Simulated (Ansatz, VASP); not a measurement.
Ag: VASP beside Ansatz

File INCAR:

```
PREC = Accurate ; ENCUT = 520
EDIFF = 1E-6 ; ISMEAR = 0
SIGMA = 0.15 ; LREAL = F
LASPH = T ; NELM = 60
ALGO = Normal ; ISIF = 2
LWAVE = F ; LCHARG = T
GGA = PE ; LELF = T
LVHAR = T ; NBANDS = 12
```

The input KPOINTS:

```
Automatic mesh
0
Gamma
  20 20 20
```

Contents of POSCAR:

```
Ag
1.0
    0.0000000000      2.0737465000      2.0431000000
    2.0431000000      0.0000000000      2.0431000000
    2.0431000000      2.0737465000      0.0000000000
Ag
1
Direct
    0.0000000000      0.0000000000      0.0000000000
```

Input for Ansatz:

```yaml
crystal:
  lattice:
    - [0.0, 2.0737465, 2.0431]
    - [2.0431, 0.0, 2.0431]
    - [2.0431, 2.0737465, 0.0]
  atoms:
    - { symbol: Ag, position: [0.0, 0.0, 0.0] }
basis:
  ecutwfc: 420
kpoints:
  mp_grid: { grid: [20, 20, 20] }
hamiltonian:
  xc: pbe
scf:
  occupations: { method: gaussian, width: 0.15 }
output:
  forces: true
  stress: true
  eigenvalues: true
```

Change from the starting cell: strain +0.0150 x Voigt [0, 1, 0, 0, 0, 0], atoms carried along.

Alike in both runs: task single point; functional PBE; k mesh 20 × 20 × 20; occupations gaussian, width 0.15 eV; no spin polarisation.

```csv
,VASP,Ansatz
version,VASP 6.6.1,Ansatz 0.2.0
potentials or method,"VASP PAW PBE potentials, release 64 (Ag)","scalar-relativistic, plane waves, PAW"
plane-wave cutoff (eV),520,420
valence electrons in the cell,11,19
```

Ansatz gave:

```
gap on the k mesh at the Fermi level (eV)       : none
pressure (GPa)                                  : 3.0
largest component of the traceless stress (GPa) : 0.41
```

Task: Which values does VASP return?

Result: gap on the k mesh at the Fermi level (eV): none; pressure (GPa): 2.8; largest component of the traceless stress (GPa): 0.40.

A gap of «none» marks a metal or a gap that the smearing closes. The two sets of potentials don't hold the same shells in valence.
